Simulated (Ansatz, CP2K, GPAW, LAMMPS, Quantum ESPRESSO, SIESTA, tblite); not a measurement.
# Free surface of aqueous Ca2+ and SO4 2-, 6.5 mol of salt per kg of water at 360 K (189 atoms): one structure in several programs

How near do other programs and methods come to a plane-wave reference for free surface of aqueous Ca2+ and SO4 2-, 6.5 mol of salt per kg of water at 360 K (189 atoms)? A plane-wave run serves as the reference.

Calculated with Quantum ESPRESSO 7.5; Kohn-Sham DFT, PBE, SSSP efficiency 1.3.0 pseudopotentials, plane waves.

**1. The structure**

The cell holds 189 atoms: 75 O, 6 S, 102 H and 6 Ca. Its edges and angles: a = 10.669 Å, b = 10.669 Å, c = 25.709 Å, α = 90.0°, β = 90.0°, γ = 90.0°. 51 H2O, 6 Ca2+, 6 SO4 2- placed at random, at 1.85 g/cm³, as a film with 12 Å of vacuum; overlaps pushed apart, then 10 ps at 400 K with divalent ions of Li, Roberts, Chakravorty and Merz (J. Chem. Theory Comput. 9, 2733 (2013)); MMFF94 bonds, angles, torsions, charges and radii (Halgren, J. Comput. Chem. 17, 490 (1996)) in harmonic and 12-6 forms; SPC/E water (Berendsen, Grigera and Straatsma, J. Phys. Chem. 91, 6269 (1987)); charges of ions scaled by 0.85. Snapshot after 20 ps at 360 K and fixed volume. Vacuum lies along c.

**2. Plane-wave reference**

pw.in

```
&control
  calculation = 'scf'
  pseudo_dir = './pseudo'
  outdir = './tmp'
  disk_io = 'none'
  tprnfor = .true.
/
&system
  ibrav = 0
  nat = 189
  ntyp = 4
  ecutwfc = 60
  ecutrho = 480
  nosym = .true.
  occupations = 'smearing'
  smearing = 'fd'
  degauss = 0.003675
/
&electrons
  conv_thr = 9.5e-07
  electron_maxstep = 100
  mixing_beta = 0.4
  mixing_mode = 'local-TF'
  diagonalization = 'david'
/
ATOMIC_SPECIES
O 15.999 O.upf
S 32.060 S.upf
H 1.008 H.upf
Ca 40.078 Ca.upf
CELL_PARAMETERS angstrom
10.66860 0.00000 0.00000
0.00000 10.66860 0.00000
0.00000 0.00000 25.70910
ATOMIC_POSITIONS crystal
O 0.79906 0.98003 0.43675
S 0.81117 0.91651 0.48782
O 0.77516 0.99744 0.52861
O 0.73518 0.80646 0.49216
O 0.93681 0.87090 0.49408
O 0.77744 0.76646 0.30890
S 0.70379 0.65387 0.30459
O 0.69182 0.59554 0.35568
O 0.58093 0.67866 0.28308
O 0.76386 0.56534 0.27286
O 0.86841 0.21778 0.70883
S 0.98474 0.22759 0.68190
[... 173 atom lines left out ...]
Ca 0.67196 0.14458 0.28062
Ca 0.48582 0.59020 0.39823
Ca 0.15832 0.13058 0.39630
Ca 0.68676 0.20125 0.55172
K_POINTS gamma
```

Run with:

```
$ OMP_NUM_THREADS=1 mpirun -np 4 pw.x -in pw.in > output.txt
```

Log:

```text
Program PWSCF
     gamma-point specific algorithms are used
     one sub-group per band group will be used
     scalapack distributed-memory algorithm (size of sub-group:  2*  2 procs)
     Parallelization info
     sticks:   dense  smooth     PW     G-vecs:    dense   smooth      PW
     Min        3885    1942    484               876755   310026   38722
     Max        3888    1943    486               876760   310041   38731
     Sum       15549    7769   1941              3507031  1240127  154907
     bravais-lattice index     =            0
     lattice parameter (alat)  =      20.1607  a.u.
     unit-cell volume          =   19746.8733 (a.u.)^3
     number of atoms/cell      =          189
     number of atomic types    =            4
     number of electrons       =       648.00
[... lines left out ...]
     scf convergence threshold =      9.5E-07
[... lines left out ...]
     number of k points=     1  Fermi-Dirac smearing, width (Ry)=  0.0037
[... lines left out ...]
     total energy              =   -3843.03000885 Ry
[... lines left out ...]
     total energy              =   -3841.85471954 Ry
[... lines left out ...]
     total energy              =   -3843.32396256 Ry
[... lines left out ...]
     c_bands:  1 eigenvalues not converged
[... lines left out ...]
     total energy              =   -3843.28246796 Ry
[... lines left out ...]
     total energy              =   -3843.28246798 Ry
     estimated scf accuracy    <       0.00000172 Ry
     iteration # 31     ecut=    60.00 Ry     beta= 0.40
     negative rho (up, down):  1.768E-03 0.000E+00
     End of self-consistent calculation
          k = 0.0000 0.0000 0.0000 ( 77454 PWs)   bands (ev):
   -40.8931 -40.8632 -40.7895 -40.7126 -40.5393 -39.9574 -26.6473 -26.3264
   -26.3140 -25.9716 -25.7157 -25.5765 -22.5103 -22.2775 -22.2169 -22.1836
   -22.1734 -22.1371 -22.1272 -22.1100 -22.0506 -22.0379 -22.0247 -21.9730
[...]
5.1345   5.1502   5.1759   5.2199   5.2238   5.2458   5.2655   5.3004
     5.3426   5.3785   5.3934   5.4240   5.4414   5.4809   5.5145   5.5571
     5.5736   5.6095   5.6437   5.6925   5.7434
     the Fermi energy is     0.2889 ev
!    total energy              =   -3843.28246769 Ry
     estimated scf accuracy    <       0.00000074 Ry
     smearing contrib. (-TS)   =      -0.00000000 Ry
     internal energy E=F+TS    =   -3843.28246769 Ry
     The total energy is F=E-TS. E is the sum of the following terms:
     one-electron contribution =  -18460.71771323 Ry
     hartree contribution      =    9429.05051128 Ry
     xc contribution           =    -757.93717707 Ry
     ewald contribution        =    6659.23556143 Ry
     one-center paw contrib.   =    -712.91365011 Ry
     convergence has been achieved in  31 iterations
     negative rho (up, down):  1.768E-03 0.000E+00
     Forces acting on atoms (cartesian axes, Ry/au):
     atom    1 type  1   force =     0.00767473   -0.00696818   -0.00915983
     atom    2 type  2   force =     0.05019435    0.00221047   -0.07628919
     atom    3 type  1   force =    -0.04440018    0.13929523    0.12433042
[...]
atom  188 type  4   force =    -0.01102296    0.00843350    0.02353466
     atom  189 type  4   force =     0.01616786    0.01045068   -0.00490735
     Total force =     0.903663     Total SCF correction =     0.002422
     Message from routine punch:
     Nothing written, as per user request (disk_io='none')
```

Run time: 24 min. Hardware: 4 MPI ranks of Arm Neoverse V1, shared host; peak memory 11 GiB.

Banners, paths, timers and routine set-up lines are dropped from the logs unmarked, and long logs keep their key lines alone; longer cuts are marked.

Numbers from this run:

```
r.m.s. force component                           : 0.9757 eV/Å
longest force                                    : 7.064 eV/Å
gap (highest filled to lowest empty level) : 4.004 eV
```

**3. What was run beside it**

The programs:
- CP2K 2026.2: Gaussian basis with GTH pseudopotentials and a plane-wave density; labels give functional, basis (MOLOPT sets; SR short-range, UZH the newer set with its own potentials), grid cutoff/relative cutoff and solver (OT: orbital transformation; TRS4, TC2, SIGN: linear-scaling purification with its sparsity filter), or its built-in tight binding.
- GPAW 26.7.0: PAW with atomic orbitals (LCAO), plane waves or a real-space grid of spacing h.
- SIESTA 5.4.2: numerical atomic orbitals, whose automatically made sets are far from complete, with PseudoDojo norm-conserving potentials that we converted to its format (checked against plane waves on the same files for H, C, O, Si, Ge and Ca alone); labels give functional, basis size, energy shift and mesh cutoff.
- tblite 0.8.0: extended tight binding, driven from Python.

All use the same cell and atoms; the electronic-structure runs use the same k-mesh, and an electronic temperature of 580 K (0.05 eV) where levels are smeared.

Differences are against the plane-wave reference, forces as r.m.s. over components; share is that over the reference's r.m.s. force, slope the least-squares factor from reference forces to these. Total energies of different programs have different zeros and aren't compared.

```
                                                                     run  Δ force, r.m.s. (meV/Å)  share (%)  slope  Δ gap (eV)  cores  CPU time  memory (GiB)
                                                               reference                        -          -      -           -      4     1.6 h            11
                            CP2K PBE, DZVP-MOLOPT-SR, 600/50 Ry, OT DIIS                     98.7       10.1  1.066        1.02      4    23 min           5.0
                    CP2K PBE, SZV-MOLOPT-SR, 600/50 Ry, OT DIIS (coarse)                     3127        320  2.473       0.467      2    11 min           3.5
CP2K PBE, SZV-MOLOPT-SR, 600/50 Ry, TC2 filter 1e-05, SCF 1e-06 (coarse)                     3130        321  2.476           -      2   5.8 min           3.4
CP2K PBE, SZV-MOLOPT-SR, 600/50 Ry, TC2 filter 1e-06, SCF 1e-06 (coarse)                     3130        321  2.476           -      2   6.8 min           3.4
CP2K PBE, SZV-MOLOPT-SR, 600/50 Ry, TC2 filter 1e-07, SCF 1e-07 (coarse)                     3127        321  2.473           -      2   9.7 min           3.4
                                  CP2K PBE, TZVP-UZH, 600/50 Ry, OT DIIS                      131       13.4  1.041       0.353      2    25 min           3.7
                                            GPAW PBE, LCAO dzp, h 0.18 Å                      532       54.5  1.175       0.253      4   7.1 min           4.5
                               GPAW PBE, LCAO sz(dzp), h 0.18 Å (coarse)                     3798        389  2.276      0.0859      1      73 s           1.9
                                           GPAW RPBE, LCAO dzp, h 0.18 Å                      532       54.5  1.226       0.289      4   7.2 min           4.5
                     SIESTA PBE, DZ, shift 0.01 Ry, mesh 500 Ry (coarse)                     2179        223  2.252      0.0399      2   2.9 min           1.8
                    SIESTA PBE, DZP, shift 0.01 Ry, mesh 100 Ry (coarse)                      263       26.9  1.069       0.433      2      76 s          0.76
                             SIESTA PBE, DZP, shift 0.01 Ry, mesh 500 Ry                      256       26.3  1.066       0.432      4   5.9 min           3.2
                     SIESTA PBE, SZ, shift 0.02 Ry, mesh 500 Ry (coarse)                     3798        389  2.336      -0.496      1     2 min           1.2
          SIESTA vdW-DF, PBE potentials, DZP, shift 0.01 Ry, mesh 500 Ry                      256       26.3  1.121       0.459      4    30 min           5.6
                                                         tblite GFN1-xTB                      339       34.7  0.967           -      1     6.8 s          0.22
```

Rows marked coarse were listed beforehand as settings not expected to be converged; some can still land near the reference.

CPU time is summed over cores on a shared host, where runs went side by side, so it is rough. Symmetry, cutoffs, thresholds, outputs and thread counts weren't matched or tuned between programs; memory under MPI is the largest rank's times the ranks.

Runs without a result: CP2K GFN1-xTB, OT DIIS (not converged).

Mean charges by element (e), by run and scheme:

```csv
run,scheme,O,S,H,Ca
"CP2K PBE, DZVP-MOLOPT-SR, 600/50 Ry, OT DIIS",Mulliken,-0.36,+0.80,+0.15,+1.26
"CP2K PBE, DZVP-MOLOPT-SR, 600/50 Ry, OT DIIS",Hirshfeld,-0.24,+0.49,+0.12,+0.47
"CP2K PBE, TZVP-UZH, 600/50 Ry, OT DIIS",Mulliken,-0.71,+1.63,+0.34,+1.44
"CP2K PBE, TZVP-UZH, 600/50 Ry, OT DIIS",Hirshfeld,-0.24,+0.49,+0.12,+0.46
"SIESTA PBE, DZP, shift 0.01 Ry, mesh 500 Ry",Hirshfeld,-0.20,+0.45,+0.09,+0.49
"SIESTA vdW-DF, PBE potentials, DZP, shift 0.01 Ry, mesh 500 Ry",Hirshfeld,-0.20,+0.46,+0.09,+0.50
tblite GFN1-xTB,Mulliken,-0.59,+0.66,+0.35,+0.70
```

Within one program, basis, potentials and functional, energies share a zero. Each run against its twin at the usual cutoff or grid and solver:

| run | twin | Δ energy (meV/atom) | Δ force, r.m.s. (meV/Å) | CPU time over the twin's |
| --- | --- | --- | --- | --- |
| CP2K PBE, SZV-MOLOPT-SR, 600/50 Ry, TC2 filter 1e-05, SCF 1e-06 | SZV-MOLOPT-SR, 600/50 Ry, OT DIIS | 0.004 | 4.76 | 0.53 |
| CP2K PBE, SZV-MOLOPT-SR, 600/50 Ry, TC2 filter 1e-06, SCF 1e-06 | SZV-MOLOPT-SR, 600/50 Ry, OT DIIS | 0.013 | 4.71 | 0.62 |
| CP2K PBE, SZV-MOLOPT-SR, 600/50 Ry, TC2 filter 1e-07, SCF 1e-07 | SZV-MOLOPT-SR, 600/50 Ry, OT DIIS | -0.0027 | 1.03 | 0.88 |
| SIESTA PBE, DZP, shift 0.01 Ry, mesh 100 Ry | DZP, shift 0.01 Ry, mesh 500 Ry | 2.95 | 38.7 | 0.21 (this twin ran on 4 cores) |

**4. Summary of results**

```
reference r.m.s. force component                       : 0.976 eV/Å
nearest in forces                                      : CP2K PBE, DZVP-MOLOPT-SR, 600/50 Ry, OT DIIS, 10 %
farthest in forces                                     : a tie at 389 % of 2 runs: GPAW PBE, LCAO sz(dzp), h 0.18 Å (coarse); SIESTA PBE, SZ, shift 0.02 Ry, mesh 500 Ry (coarse)
cheapest electronic-structure run beside the reference : tblite GFN1-xTB, 6.8 s of CPU time
```

What this shows: The PBE runs in local orbitals, coarse settings apart, differ by 10 % (CP2K PBE, DZVP-MOLOPT-SR, 600/50 Ry, OT DIIS) to 55 % (GPAW PBE, LCAO dzp, h 0.18 Å); basis, grid and potentials can all enter. Tight binding differs by 35 % (tblite GFN1-xTB); it is another model, with fitted parameters of its own, and the xTB methods hold dispersion. Rows with another functional or a dispersion term differ by 26 % (SIESTA vdW-DF, PBE potentials, DZP, shift 0.01 Ry, mesh 500 Ry) to 55 % (GPAW RPBE, LCAO dzp, h 0.18 Å), which mixes the change of model with differences of basis and potentials, some of them made for another functional. Runs with settings chosen to be coarse differ by 27 % (SIESTA PBE, DZP, shift 0.01 Ry, mesh 100 Ry) to 389 % (SIESTA PBE, SZ, shift 0.02 Ry, mesh 500 Ry), their programs' other errors included. Of the electronic-structure runs that take under half the reference's CPU time, CP2K PBE, DZVP-MOLOPT-SR, 600/50 Ry, OT DIIS comes nearest, at 10 % in 23 min against 1.6 h. At the same functional, gaps differ from the reference's 4.00 eV by between -0.50 and +1.02 eV. A likely cause of the wide gaps: compact atomic orbitals describe empty levels worse than filled ones. Charges hang on model, scheme and program or settings: among these rows the mean for S runs from +0.45 to +1.63 e. With TC2, tightening the sparsity filter from 1e-05 to 1e-07, and the SCF threshold with it, takes the force difference from the cubic solver from 4.8 to 1.0 meV/Å, and the CPU time from 0.53 to 0.88 times the cubic solver's. In the reference: filled and empty levels are parted by 4.00 eV (on the run's k-points); a semilocal functional tends to put such gaps too low. Periodic xTB results under one method name differ between programs and library versions. With short bonds to hydrogen, sets of potentials differ among themselves by several per cent in forces even at converged cutoffs, so the reference isn't exact here either. The network of contacts between molecules at the start is that of the classical potential that made the cell, and needn't be the one that DFT or experiment would give. The concentration wasn't checked against solubility and may exceed it. The reference's PBE has no dispersion term, which matters for the binding between molecules or layers. The electronic-structure runs sample only Γ, in a cell whose shortest periodic width is 11 Å.

[Also dropped from logs without a mark: logging warnings of Python, and SIESTA's first energy breakdown and zero terms.]

[Logs are printed without paths, hosts, clocks, repeated set-up lines and the standing remarks that a program may print on its own settings, such as how far it seeks lower states.]

[Hosts, paths, dates, database ids (printed as entryN), source tags and the programs' standing remarks are cut or masked in the printed files.]

[The MMFF94 radii named for the starting cell were scaled by 0.96; in molecules described by MMFF94, hydrogen bound to N, O or S took a small fixed 12-6 site in their place.]
